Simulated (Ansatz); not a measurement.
Runs of Ansatz 0.2.0 on BeTe. The structure is orthorhombic, space group Cmmm (No. 65). The conventional cell has a = 3.574 Å, b = 9.595 Å, c = 3.569 Å, α = 90.00°, β = 90.00°, γ = 90.00°. Be (site symmetry mmm) has 4 Te at 2.53 Å as nearest neighbours. Te (site symmetry mmm) has 4 Be at 2.53 Å as nearest neighbours. The cell was built by a generator and needn't be a form met in nature.

| task | level | cell | cutoff (eV) | screening (1/Å) | share of exact exchange | points for each segment of the path | gap on the mesh (eV) | pressure (GPa) |
| --- | --- | --- | --- | --- | --- | --- | --- | --- |
| single point | r2SCANh | as given | 500 | - | - | - | none | -0.3 |
| single point | HSE06 form with a typed share of exact exchange | as given | 420 | 0.2 | 0.1 | - | none | (a) |
| band structure | HSE06 | as given | 420 | - | - | 4 | none | -0.7 |
| relaxation of cell and atoms | HSE06 | relaxed | 420 | - | - | - | none | 0.0 |
| band structure | HSEsol | as given | 420 | - | - | 4 | none | -1.2 |

Alike in all rows: potentials or basis Ansatz PAW; no spin polarisation; k mesh 4 × 4 × 4; smearing fermi-dirac 0.05 eV; the mesh is coarse, so values aren't converged.

Task: Estimate the missing entries.

Result: (a) -0.5.

Caveats: all runs use coarse meshes; the PAW data sets come from PBE, with cores solved anew for the run's functional, which leaves a small shift of forces and pressure; the thresholds are loose for stress (some runs); spin-orbit coupling is left out, which moves the levels of the heavy elements (some runs); the plane-wave basis is chosen anew once the cell has moved, so the energies of steps on either side of that aren't comparable (some runs).

A k mesh can miss the band edges, and the runs leave out spin-orbit coupling on Te.

A gap of «none» marks a metal or a gap under the smearing width.
